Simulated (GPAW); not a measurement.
Runs of GPAW 26.7.0 on ZrO2. Symmetry: Fm-3m, No. 225, cubic system. Conventional cell: a = 5.090 Å, b = 5.090 Å, c = 5.090 Å, α = 90.00°, β = 90.00°, γ = 90.00°. Zr (site symmetry m-3m) is surrounded by 8 O at 2.20 Å. Around O (site symmetry -43m) lie 4 Zr at 2.20 Å. Measurements of this composition are mostly on another form, of space group No. 14.

| task | level | potentials or basis | band path | band points | data set | gap on the mesh (eV) | pressure (GPa) | V0 of scaled cells (Å³/atom) | B0 (GPa) |
| --- | --- | --- | --- | --- | --- | --- | --- | --- | --- |
| equation of state | LDA | PAW data sets generated in the run's folder for this functional, pw | - | - | - | - | - | 10.47 | (a) |
| band structure | LDA | JTH PAW 2.0, LDA, pw | GXWKGLUWLK,UX | 80 | O jth, Zr jth | 3.33 | -10.4 | - | - |
| equation of state | SOGGA | PAW data sets generated in the run's folder for this functional, pw | - | - | - | - | - | 10.73 | 256 |
| band structure | LDA | PAW data sets generated in the run's folder for this functional, pw | GXWKGLUWLK,UX | 60 | - | 3.33 | (b) | - | - |

Alike in all rows: no spin polarisation; cell as given; k mesh 7 × 7 × 7; cutoff (eV) 800; smearing fermi-dirac 0.05 eV.

Q: Fill in the values left out.

A: (a) 272; (b) -12.1.

Caveats: the mesh misses the band edges, which the band path finds closer together (some runs); the program truncates these outside data sets (some runs).

A k mesh can miss the band edges, and the runs leave out spin-orbit coupling on Zr.

Runs at the PBE level aren't shown here.
